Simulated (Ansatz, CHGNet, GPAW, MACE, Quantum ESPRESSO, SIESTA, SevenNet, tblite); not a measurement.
## CsCl-type MgTl, displaced supercell (54 atoms): runs against a plane-wave reference

The cell holds 54 atoms: 27 Mg and 27 Tl. Cell: a = 10.884 Å, b = 10.884 Å, c = 10.884 Å, α = 90.0°, β = 90.0°, γ = 90.0°. It derives from MgTl (CsCl-type), repeated 3×3×3. CsCl-type MgTl (a = 3.628 Å), 3 x 3 x 3 conventional cells; every coordinate displaced by a Gaussian of 0.05 Å. Then every atom was moved at random, 0.03 Å r.m.s. a Cartesian component.

Geometry: as built.

The reference, a calculation:

| Item | Value |
| --- | --- |
| method | Kohn-Sham DFT, PBE, PAW, plane waves (Ansatz 0.2.0); cutoff 420 eV, Γ point, fermi-dirac smearing of 0.05 eV; PAW set soft_2 |
| r.m.s. force component | 0.1291 eV/Å |
| longest force | 0.5555 eV/Å |
| pressure | 6.026 GPa |
| SCF cycles | 8 |
| time | 17 s on 4 threads of Arm Neoverse V1, shared host |
| CPU time | 61 s |

The database entry behind the starting cell differs from later determinations by our own check (0.1 to 0.3 % short, probably kX units), so it need not match the best structure at ambient conditions.

Q: Estimate the differences from the reference, the CPU time and the memory of each run.
- SIESTA PBE, DZP, shift 0.01 Ry, mesh 500 Ry (SIESTA 5.4.2; 2 MPI ranks)
- SIESTA PBE, DZ, shift 0.01 Ry, mesh 500 Ry (SIESTA 5.4.2; 1 thread)
- QE PBE, sssp-1.3.0-efficiency, 45/360 Ry (Quantum ESPRESSO 7.5; 4 MPI ranks)
- SIESTA PBE, DZP, shift 0.01 Ry, mesh 200 Ry (SIESTA 5.4.2; 1 thread)
- MACE MP-0b2 small potential (MACE MP-0b2 small; 1 thread)
- SIESTA PBE, SZP, shift 0.01 Ry, mesh 500 Ry (SIESTA 5.4.2; 1 thread)
- GPAW PBE, grid h 0.24 Å (GPAW 26.7.0; 2 MPI ranks)
- CHGNet r2SCAN potential (CHGNet r2SCAN; 1 thread)
- tblite GFN1-xTB (tblite 0.8.0; 1 thread)
- SevenNet l3i5 potential (SevenNet l3i5; 1 thread)

Differences are against the plane-wave reference, forces as r.m.s. over components; share is that over the reference's r.m.s. force, slope the least-squares factor from reference forces to these. Total energies of different programs have different zeros and aren't compared.

```
                                                 run  Δ force, r.m.s. (meV/Å)  share (%)  slope  Δ pressure (GPa)  cores  CPU time  memory (GiB)
                                           reference                        -          -      -                 -      4      61 s           1.6
         SIESTA PBE, DZP, shift 0.01 Ry, mesh 500 Ry                     33.5       25.9  1.177              2.10      2    11 min           2.6
 SIESTA PBE, DZ, shift 0.01 Ry, mesh 500 Ry (coarse)                     87.9       68.1  1.536              3.63      1   3.9 min           1.4
            QE PBE, sssp-1.3.0-efficiency, 45/360 Ry                     1.54       1.19  0.992             -0.34      4   7.3 min           2.7
         SIESTA PBE, DZP, shift 0.01 Ry, mesh 200 Ry                     51.0       39.5  1.194              2.21      1   3.1 min          0.78
                         MACE MP-0b2 small potential                     55.6       43.1  0.755             -4.43      1     8.1 s          0.66
SIESTA PBE, SZP, shift 0.01 Ry, mesh 500 Ry (coarse)                     43.5       33.7  1.245              2.31      1   8.6 min           2.1
                    GPAW PBE, grid h 0.24 Å (coarse)                     25.0       19.4  0.943                 -      2   9.5 min           1.6
                             CHGNet r2SCAN potential                      114       88.0  0.127             -5.78      1     3.6 s          0.52
                                     tblite GFN1-xTB                      103       80.0  1.227              17.0      1       2 s          0.11
                             SevenNet l3i5 potential                     58.8       45.6  0.905             -3.74      1     9.5 s          0.74
```

Rows marked coarse were listed beforehand as settings not expected to be converged; some can still land near the reference.

Times of the machine-learned potentials are mostly Python's start and the loading of weights.

CPU time is summed over cores on a shared host, where runs went side by side, so it is rough. Symmetry, cutoffs, thresholds, outputs and thread counts weren't matched or tuned between programs; memory under MPI is the largest rank's times the ranks.

PBE on plane waves or a grid with other potentials, cutoffs or grids, coarse settings apart, differs from the reference by 1.2 % (QE PBE, sssp-1.3.0-efficiency, 45/360 Ry) of the r.m.s. force; this holds the reference's own error, so differences of a few per cent don't tell which side is nearer the exact PBE result (QE's 45 Ry are 612 eV, against the reference's 420 eV). The PBE runs in local orbitals, coarse settings apart, differ by 26 % (SIESTA PBE, DZP, shift 0.01 Ry, mesh 500 Ry) to 39 % (SIESTA PBE, DZP, shift 0.01 Ry, mesh 200 Ry); basis, grid and potentials can all enter. Tight binding differs by 80 % (tblite GFN1-xTB); it is another model, with fitted parameters of its own, and the xTB methods hold dispersion. Machine-learned potentials differ by 43 % (MACE MP-0b2 small potential) to 88 % (CHGNet r2SCAN potential); they were trained on other programs' data, some at another functional. The reference samples few k-points for this cell, and its sampling error, which other DFT runs on the same mesh share, can be part of so large a difference. Among those trained on PBE data the slope goes as low as 0.76. Periodic xTB results under one method name differ between programs and library versions. The electron count is odd in these runs, and they have no spin polarisation, so the unpaired electron is spread evenly over both spins. Machine-learned potentials mimic data converged in k, so the reference's own k-point error enters their differences. The electron count is odd and the run has no spin polarisation, so levels at the top are partly filled by construction. The electronic-structure runs sample only Γ, in a cell whose shortest periodic width is 11 Å, which is coarse for a cell with partly filled levels.

[Logs are printed without paths, hosts, clocks, repeated set-up lines and the standing remarks that a program may print on its own settings, such as how far it seeks lower states.]

[Hosts, paths, dates, database ids (printed as entryN), source tags and the programs' standing remarks are cut or masked in the printed files.]
